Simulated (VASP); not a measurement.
A run of VASP 6.6.1 is set up as follows.

The input INCAR:

```
SYSTEM = Te
ALGO = Fast
EDIFF = 1E-6
ENCUT = 450
GGA = PE
ISIF = 2
ISMEAR = 0
LASPH = .True.
LCHARG = .False.
LREAL = .False.
LWAVE = .False.
NBANDS = 9
NELM = 80
PREC = Accurate
SIGMA = 0.02
```

Contents of KPOINTS:

```
k-points
0
Gamma
  6 6 6
  0 0 0
```

File POSCAR:

```
Te
1.0
    2.3059043427      1.3313144930      1.6909537039
   -2.3059043427      1.3313144930      1.6909537039
    0.0000000000     -2.6626289860      1.6909537039
Te
1
Direct
    0.5000000000      0.5000000000      0.5000000000
```

Potentials or basis: VASP PAW PBE potentials, release 64 (Te_GW).

Launch:

```console
$ cat potpaw_PBE.64/Te_GW/POTCAR > POTCAR
$ mpirun -np 1 vasp_std > vasp.out
```

Q: Predict the pressure.

A: 1.7 GPa.

Q: Predict the band gap on the k mesh.

A: None (metal or under the smearing width).

Stress tensor (GPa, compression positive):
```
1.21 0.00 0.00
0.00 1.21 0.00
0.00 0.00 2.82
```

The run has no spin-orbit coupling, so splittings on Te are missing.
